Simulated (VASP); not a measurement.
Set up this calculation in VASP 6.6.1, as the native input.

```
Task                   : relaxation of cell and atoms
Functional             : PBE
Dispersion             : D3(BJ)
Potentials or basis    : VASP PAW PBE potentials, release 64 (Sr_sv, O)
Cutoff                 : 600 eV
k mesh                 : 10 × 10 × 10
Occupations            : gaussian, width 0.03 eV
Spin                   : no spin polarisation
Further INCAR settings : ALGO = Normal; EDIFF = 1e-06; IBRION = 2; EDIFFG = -0.01; NSW = 90; ISIF = 3
```

The structure of SrO lies in POSCAR:

```
SrO
1.0
    0.0000000000      2.5663000000      2.5663000000
    2.5663000000      0.0000000000      2.5663000000
    2.5663000000      2.5663000000      0.0000000000
Sr O
1 1
Direct
    0.5000000000      0.5000000000      0.5000000000
    0.0000000000      0.0000000000      0.0000000000
```

One way to write it, as run:

INCAR

```
SYSTEM = SrO
PREC = Accurate
ENCUT = 600
EDIFF = 1E-6
ISMEAR = 0
SIGMA = 0.03
LREAL = .FALSE.
LASPH = .TRUE.
NELM = 80
ALGO = Normal
ISIF = 3
LWAVE = .FALSE.
LCHARG = .FALSE.
GGA = PE
IVDW = 12
IBRION = 2
NSW = 90
EDIFFG = -0.01
```

KPOINTS

```
regular mesh
0
G
  10 10 10
  0 0 0
```

Potentials or basis: VASP PAW PBE potentials, release 64 (Sr_sv, O).

Launch:

```console
$ cat potpaw_PBE.64/Sr_sv/POTCAR potpaw_PBE.64/O/POTCAR > POTCAR
$ mpirun -np 1 vasp_std > vasp.out
```

Results of the run:

```
Relaxed volume                         : 17.16 Å³/atom
Relaxed cell                           : a = 3.648 Å, b = 3.648 Å, c = 3.648 Å, α = 60.00°, β = 60.00°, γ = 60.00°
Space group after relaxing (to 0.05 Å) : Fm-3m (No. 225)
Energy gained by relaxing              : 1.1 meV/atom
Ionic steps                            : 3
Pressure after relaxing                : 0.0 GPa
Band gap on the k mesh                 : 3.27 eV, indirect (least direct gap 3.37 eV)
Dispersion energy per atom             : -0.243 eV
```

It took 29 s on 1 thread of Intel(R) Xeon(R) 6975P-C (Granite Rapids), on a shared host, peak memory 0.2 GiB.
